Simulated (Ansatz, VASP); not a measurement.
# Two plane-wave programs on Fe

```xyz
1
Lattice="2.4229 0.0000 0.0000 0.0000 2.4229 0.0000 0.0000 0.0000 2.4229" Properties=species:S:1:pos:R:3 pbc="T T T"
Fe    0.0000    0.0000    0.0000
```

Alike in both runs: task single point; functional revPBE; k mesh 15 × 15 × 15; occupations fermi-dirac, width 0.05 eV; collinear spin.

|  | VASP | Ansatz |
| --- | --- | --- |
| version | VASP 6.6.1 | Ansatz 0.2.0 |
| potentials or method | VASP PAW PBE potentials, release 64 (Fe) | plane waves (420 eV) with PAW, scalar-relativistic |
| plane-wave cutoff (eV) | 520 | 420 |
| valence electrons in the cell | 8 | 16 |

|  | VASP | Ansatz | Ansatz less VASP |
| --- | --- | --- | --- |
| pressure (GPa) | -4.3 | -4.2 | +0.12 |
| net moment per atom (μB) | 2.49 | 2.48 | -0.014 |
| size of the moment on the site where the two differ most (μB) | 2.49 | 2.47 | -0.016 |

Site moments also hang on the region over which each program counts them. The two sets of potentials don't hold the same shells in valence.

Caveats: the PAW data sets were made with another functional, which shifts forces and pressure a little (VASP).
